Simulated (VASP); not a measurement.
# Ca (Im-3m) in VASP: settings compared, part 2 of 2

VASP 6.6.1. The steps go on from the part before.

**3. Relaxation of cell and atoms, vdW-DF-cx**

File INCAR:

```
SYSTEM = Ca
AGGAC = 0.0
ALGO = Normal
EDIFF = 1E-6
EDIFFG = -0.02
ENCUT = 600
GGA = CX
IBRION = 2
ISIF = 3
ISMEAR = -1
LASPH = .TRUE.
LCHARG = .FALSE.
LREAL = .FALSE.
LUSE_VDW = .TRUE.
LWAVE = .FALSE.
NELM = 60
NSW = 40
PREC = Accurate
SIGMA = 0.05
```

File KPOINTS:

```
k-points
0
G
  8 8 8
  0 0 0
```

File POSCAR:

```
Ca
1.0
   -2.2400000000      2.2400000000      2.2400000000
    2.2400000000     -2.2400000000      2.2400000000
    2.2400000000      2.2400000000     -2.2400000000
Ca
1
Direct
    0.0000000000      0.0000000000      0.0000000000
```

Potentials or basis: VASP PAW PBE potentials, release 64 (Ca_sv).

Command:

```sh
$ cat potpaw_PBE.64/Ca_sv/POTCAR > POTCAR
$ mpirun -np 1 vasp_std > vasp.out
```

OUTCAR:

```text
SYSTEM = Ca
   EDIFF = 1E-6
   EDIFFG = -0.02
   ENCUT = 600
   GGA = CX
   IBRION = 2
   ISIF = 3
   ISMEAR = -1
   LASPH = .TRUE.
   LREAL = .FALSE.
   NELM = 60
   NSW = 40
   PREC = Accurate

 ion  position               nearest neighbor table
   1  0.000  0.000  0.000-

  LATTYP: Found a body centered cubic cell.
 ALAT       =     4.4800000000

  Lattice vectors:

 A1 = (  -2.2400000000,   2.2400000000,   2.2400000000)
 A2 = (   2.2400000000,  -2.2400000000,   2.2400000000)
 A3 = (   2.2400000000,   2.2400000000,  -2.2400000000)

Analysis of symmetry for initial positions (statically):
=====================================================================
 Subroutine PRICEL returns:
 Original cell was already a primitive cell.

 Routine SETGRP: Setting up the symmetry group for a
 body centered cubic supercell.

 Subroutine GETGRP returns: Found 48 space group operations
 (whereof 48 operations were pure point group operations)
 out of a pool of 48 trial point group operations.

The static configuration has the point symmetry O_h .

Analysis of symmetry for dynamics (positions and initial velocities):
=====================================================================
 Subroutine PRICEL returns:
 Original cell was already a primitive cell.

 Routine SETGRP: Setting up the symmetry group for a
 body centered cubic supercell.

 Subroutine GETGRP returns: Found 48 space group operations
 (whereof 48 operations were pure point group operations)
 out of a pool of 48 trial point group operations.

The dynamic configuration has the point symmetry O_h .

 Subroutine INISYM returns: Found 48 space group operations
 (whereof 48 operations are pure point group operations),
 and found     1 'primitive' translations

----------------------------------------------------------------------------------------

[... 118 lines left out ...]
   IVDW_NL    =     1    kernel type
   BPARAM     = 6.3000
   IVDW    =     0    specifies the selected vdW correction
   LEPSILON=     F    determine dielectric tensor
   LRPA    =     F    only Hartree local field effects (RPA)
 conjugate gradient relaxation of ions
 non-spin polarized calculation
  energy-cutoff  :      600.00
  volume of cell :       44.96
 maximum number of plane-waves:      1509
   NGX = 15   NGY = 15   NGZ = 15

--------------------------------------- Ionic step        1  -------------------------------------------

 number of electron      10.0000000 magnetization

 Free energy of the ion-electron system (eV)
  ---------------------------------------------------
  ext. energy  EPLUGINS =         0.00000000
  ---------------------------------------------------
  free energy    TOTEN  =         0.43418625 eV

  energy without entropy =        0.44758576  energy(sigma->0) =        0.44088600

------------------------ aborting loop because EDIFF is reached ----------------------------------------

  FORCE on cell =-STRESS in cart. coord.  units (eV):
  Direction    XX          YY          ZZ          XY          YZ          ZX
  --------------------------------------------------------------------------------------
  -------------------------------------------------------------------------------------
  Total       -0.3807231     -0.3807231     -0.3807231      0.0000000     -0.0000000      0.0000000
  in kB      -13.5679994    -13.5679994    -13.5679994      0.0000000     -0.0000000      0.0000000
  external PRESSURE =     -13.5679994 kB  Pullay stress =       0.0000000 kB
[... 61 lines left out ...]
--------------------------------------- Ionic step        3  -------------------------------------------

 number of electron      10.0000002 magnetization

 Free energy of the ion-electron system (eV)
  ---------------------------------------------------
  ext. energy  EPLUGINS =         0.00000000
  ---------------------------------------------------
  free energy    TOTEN  =         0.41590175 eV

  energy without entropy =        0.42933868  energy(sigma->0) =        0.42262022

 E-fermi :   2.0613     XC(G=0):  -7.8566

 val. band max:        2.0530274708   @ k =   0.5000   0.5000   0.2500
 cond. band min:       2.0651645354   @ k =   0.5000   0.5000   0.1250
 fundamental gap:      0.0121370646
 Fermi energy:         2.0612541846

 k-point     1 :       0.0000    0.0000    0.0000
  band No.  band energies     occupation
      1     -39.7692      2.00000
      2     -20.7677      2.00000
      3     -20.7677      2.00000
      4     -20.7677      2.00000
      5      -2.0289      2.00000
      6       4.4256      0.00000
      7       4.4256      0.00000
      8       4.4256      0.00000
      9       5.5039      0.00000
[... 265 lines left out ...]
 k-point    24 :      -0.3750    0.3750    0.2500
  band No.  band energies     occupation
      1     -39.7475      2.00000
      2     -20.8845      2.00000
      3     -20.8420      2.00000
      4     -20.8261      2.00000
      5       1.0571      2.00000
      6       2.7879      0.00000
      7       4.2730      0.00000
      8       4.4661      0.00000
      9       5.6015      0.00000

 [... further k-points ...]
[... 5 lines left out ...]
  --------------------------------------------------------------------------------------
  -------------------------------------------------------------------------------------
  Total       -0.0124581     -0.0124581     -0.0124581      0.0000000     -0.0000000      0.0000000
  in kB       -0.4868987     -0.4868987     -0.4868987      0.0000000     -0.0000000      0.0000000
  external PRESSURE =      -0.4868987 kB  Pullay stress =       0.0000000 kB
[... 20 lines left out ...]
  energy  without entropy=        0.4293386824  energy(sigma->0) =        0.42262022

Total vdW correction in eV:      1.8795102

 reached required accuracy - stopping structural energy minimisation
```

CONTCAR:

```text
Ca
   1.00000000000000
    -2.1721432224192587    2.1721432224192587    2.1721432224192587
     2.1721432224192587   -2.1721432224192587    2.1721432224192587
     2.1721432224192587    2.1721432224192587   -2.1721432224192587
  Ca
     1
Direct
     0.0000000000000000    0.0000000000000000    0.0000000000000000

  0.00000000E+00  0.00000000E+00  0.00000000E+00
```

Wall time 81 s (1 thread of Intel Xeon 6975P-C (Granite Rapids), shared host); peak memory 0.39 GiB.

Results:

- Free energy: 0.4159 eV
- Relaxed volume: 40.99 Å³/atom
- Relaxed cell: a = 3.762 Å, b = 3.762 Å, c = 3.762 Å, α = 109.47°, β = 109.47°, γ = 109.47°
- Space group after relaxing (to 0.05 Å): Im-3m (No. 229)
- Energy gained by relaxing: 18.3 meV/atom
- Ionic steps: 3
- Pressure after relaxing: 0.0 GPa
- Band gap on the k mesh: none (metal or under the smearing width)

The path:
```tsv
step	energy change (eV)	largest force (eV/Å)	pressure (GPa)	volume (Å³)
1	0.0000	0.0000	-1.36	44.96
2	-0.0151	0.0000	-0.61	42.53
3	-0.0183	0.0000	-0.05	40.99
```

Final structure:
```cif
data_structure
_symmetry_space_group_name_H-M 'P 1'
_symmetry_Int_Tables_number 1
_cell_length_a 3.7623
_cell_length_b 3.7623
_cell_length_c 3.7623
_cell_angle_alpha 109.471
_cell_angle_beta 109.471
_cell_angle_gamma 109.471
_cell_volume 40.99
loop_
_atom_site_label
_atom_site_type_symbol
_atom_site_fract_x
_atom_site_fract_y
_atom_site_fract_z
_atom_site_occupancy
Ca1 Ca 0.00000 0.00000 0.00000 1
```

Caveat: the PAW data sets were made with another functional, which shifts forces and pressure a little.

**4. Relaxation of cell and atoms, rev-vdW-DF2**

Changes to INCAR since step 3:

```diff
@@ -6,3 +6,3 @@
 ENCUT = 600
-GGA = CX
+GGA = MK
 IBRION = 2
@@ -17,3 +17,6 @@
 NSW = 40
+PARAM1 = 0.1234
+PARAM2 = 0.711357
 PREC = Accurate
 SIGMA = 0.05
+ZAB_VDW = -1.8867
```

KPOINTS is that of step 3.

POSCAR is that of step 3.

Command:

```sh
$ cat potpaw_PBE.64/Ca_sv/POTCAR > POTCAR
$ mpirun -np 1 vasp_std > vasp.out
```

Wall time 80 s (1 thread of Intel Xeon 6975P-C (Granite Rapids), shared host); peak memory 0.39 GiB.

The run converged. Its results:

| Quantity | Value |
| --- | --- |
| Free energy | 0.2251 eV |
| Relaxed volume | 40.64 Å³/atom |
| Relaxed cell | a = 3.751 Å, b = 3.751 Å, c = 3.751 Å, α = 109.47°, β = 109.47°, γ = 109.47° |
| Space group after relaxing (to 0.05 Å) | Im-3m (No. 229) |
| Energy gained by relaxing | 21.8 meV/atom |
| Ionic steps | 3 |
| Pressure after relaxing | -0.1 GPa |
| Band gap on the k mesh | none (metal or under the smearing width) |

Step by step:
| step | energy change (eV) | largest force (eV/Å) | pressure (GPa) | volume (Å³) |
| --- | --- | --- | --- | --- |
| 1 | 0.0000 | 0.0000 | -1.47 | 44.96 |
| 2 | -0.0179 | 0.0000 | -0.67 | 42.32 |
| 3 | -0.0218 | 0.0000 | -0.05 | 40.64 |

Final structure:
```
CELL_PARAMETERS angstrom
-2.16584 2.16584 2.16584
2.16584 -2.16584 2.16584
2.16584 2.16584 -2.16584
ATOMIC_POSITIONS crystal
Ca 0.00000 0.00000 0.00000
```

Levels at points of the mesh, in eV from the Fermi level:
| k point | band 2 | band 3 | band 4 | band 5 | band 6 | band 7 | band 8 | band 9 |
| --- | --- | --- | --- | --- | --- | --- | --- | --- |
| (0.00, 0.00, 0.00) | -22.84 | -22.84 | -22.84 | -4.11 | 2.31 | 2.31 | 2.31 | 3.40 |
| (0.50, 0.00, 0.00) | -23.00 | -22.89 | -22.84 | -0.92 | 0.05 | 1.32 | 3.30 | 3.68 |
| (0.50, 0.50, 0.50) | -22.96 | -22.96 | -22.96 | 0.00 | 0.00 | 4.11 | 4.11 | 4.11 |

Caveat: the PAW data sets were made with another functional, which shifts forces and pressure a little.

**5. Single point, vdW-DF**

File run.py:

```python
from ase.calculators.vasp import Vasp
from ase.dft.bandgap import bandgap
from ase.io import read

atoms = read('Ca.cif')
calc = Vasp(
    directory='calc',
    xc='vdw-df',
    pp='PBE',
    setups='recommended',
    prec='Accurate',
    encut=520,
    ediff=1e-06,
    ismear=-1,
    sigma=0.02,
    lreal=False,
    lasph=True,
    nelm=80,
    algo='Normal',
    isif=2,
    lwave=False,
    lcharg=False,
    kpts=[8, 8, 8],
    gamma=True,
)
atoms.calc = calc

print('energy (eV):', atoms.get_potential_energy())
print('free energy (eV):', atoms.get_potential_energy(force_consistent=True))
print('forces (eV/A):')
print(atoms.get_forces())
print('stress (eV/A^3, Voigt):', atoms.get_stress())
print('Fermi level (eV):', calc.get_fermi_level())
gap, top, bottom = bandgap(calc)
print('band gap (eV):', gap, 'from (spin, k, band)', top, 'to', bottom)
```

File Ca.cif:

```cif
data_Ca
_cell_length_a 3.87979381
_cell_length_b 3.87979381
_cell_length_c 3.87979381
_cell_angle_alpha 109.47122063
_cell_angle_beta 109.47122063
_cell_angle_gamma 109.47122063
_space_group_name_H-M_alt 'P1'
_space_group_name_Hall 'P 1'
_space_group_IT_number 1
loop_
_space_group_symop_operation_xyz
'x,y,z'
loop_
_atom_site_label
_atom_site_type_symbol
_atom_site_symmetry_multiplicity
_atom_site_Wyckoff_symbol
_atom_site_fract_x
_atom_site_fract_y
_atom_site_fract_z
_atom_site_occupancy
Ca1 Ca 1 a 0.0000000000 0.0000000000 0.0000000000 1
```

Potentials or basis: VASP PAW PBE potentials, release 64 (Ca_sv).

Command:

```sh
$ python run.py
```

Output:

```text
<dir> UserWarning: vdW has been enabled, however no location for the vdw_kernel.bindat file has been specified. Set ASE_VASP_VDW environment variable to copy the vdW kernel.
  warnings.warn(
energy (eV): 0.85192018
free energy (eV): 0.85062057
forces (eV/A):
[[0. 0. 0.]]
stress (eV/A^3, Voigt): [0.00477631 0.00477631 0.00477631 0.         0.         0.        ]
Fermi level (eV): 1.77102443
band gap (eV): 0.0 from (spin, k, band) (None, None, None) to (None, None, None)
```

OUTCAR:

```text
ENCUT = 520.000000
   EDIFF = 1.00e-06
   GGA = RE
   PREC = Accurate
   ISIF = 2
   ISMEAR = -1
   NELM = 80
   LASPH = .TRUE.
   LREAL = .FALSE.

 ion  position               nearest neighbor table
   1  0.000  0.000  0.000-

  LATTYP: Found a body centered cubic cell.
 ALAT       =     4.4800000012

[... 484 lines left out ...]
  Total       -0.2147319     -0.2147319     -0.2147319     -0.0000000     -0.0000000     -0.0000000
  in kB       -7.6524952     -7.6524952     -7.6524952     -0.0000000     -0.0000000     -0.0000000
  external PRESSURE =      -7.6524952 kB  Pullay stress =       0.0000000 kB

 VOLUME and BASIS-vectors are now :
 -----------------------------------------------------------------------------
  energy-cutoff  :      520.00
  volume of cell :       44.96
      direct lattice vectors                 reciprocal lattice vectors
     3.879793810  0.000000000  0.000000000     0.257745656  0.091126851  0.157836335
    -1.293264603  3.657904684  0.000000000     0.000000000  0.273380552  0.157836335
    -1.293264603 -1.828952341  3.167838381     0.000000000  0.000000000  0.315672670

 POSITION                                       TOTAL-FORCE (eV/Angst)
 -----------------------------------------------------------------------------------
      0.00000      0.00000      0.00000         0.000000      0.000000      0.000000
 -----------------------------------------------------------------------------------
    total drift:                                0.000000      0.000000     -0.000000

  FREE ENERGIE OF THE ION-ELECTRON SYSTEM (eV)
  ---------------------------------------------------
  free  energy   TOTEN  =         0.8506205688 eV

  energy  without entropy=        0.8532198007  energy(sigma->0) =        0.85192018

Total vdW correction in eV:      1.9087439
```

INCAR:

```text
AGGAC = 0.000000
ENCUT = 520.000000
SIGMA = 0.020000
EDIFF = 1.00e-06
ALGO = Normal
GGA = RE
PREC = Accurate
ISIF = 2
ISMEAR = -1
NELM = 80
LASPH = .TRUE.
LCHARG = .FALSE.
LUSE_VDW = .TRUE.
LWAVE = .FALSE.
LREAL = .FALSE.
```

Wall time 62 s (1 thread of Intel Xeon Platinum 8375C at 2.90GHz (Ice Lake), shared host); peak memory 0.35 GiB.

What came out:

* Free energy: 0.8506 eV
* Pressure: -0.8 GPa
* Band gap on the k mesh: none (metal or under the smearing width)

Caveat: the PAW data sets were made with another functional, which shifts forces and pressure a little.

**6. Overview**

| task | level | cell | cutoff (eV) | smearing | gap on the mesh (eV) | pressure (GPa) | relaxed volume (Å³/atom) |
| --- | --- | --- | --- | --- | --- | --- | --- |
| relaxation of cell and atoms | optB88-vdW | relaxed | 600 | fermi-dirac 0.05 eV | none | -0.1 | 40.24 |
| relaxation of cell and atoms | vdW-DF-cx | relaxed | 600 | fermi-dirac 0.05 eV | none | 0.0 | 40.99 |
| relaxation of cell and atoms | rev-vdW-DF2 | relaxed | 600 | fermi-dirac 0.05 eV | none | -0.1 | 40.64 |
| single point | vdW-DF | as given | 520 | fermi-dirac 0.02 eV | none | -0.8 | - |

Alike in all rows: potentials or basis VASP PAW PBE potentials, release 64 (Ca_sv); no spin polarisation; k mesh 8 × 8 × 8.

Caveats: the PAW data sets were made with another functional, which shifts forces and pressure a little.

Total energies depend on the potentials used, so only differences within one code and one set of settings carry meaning.
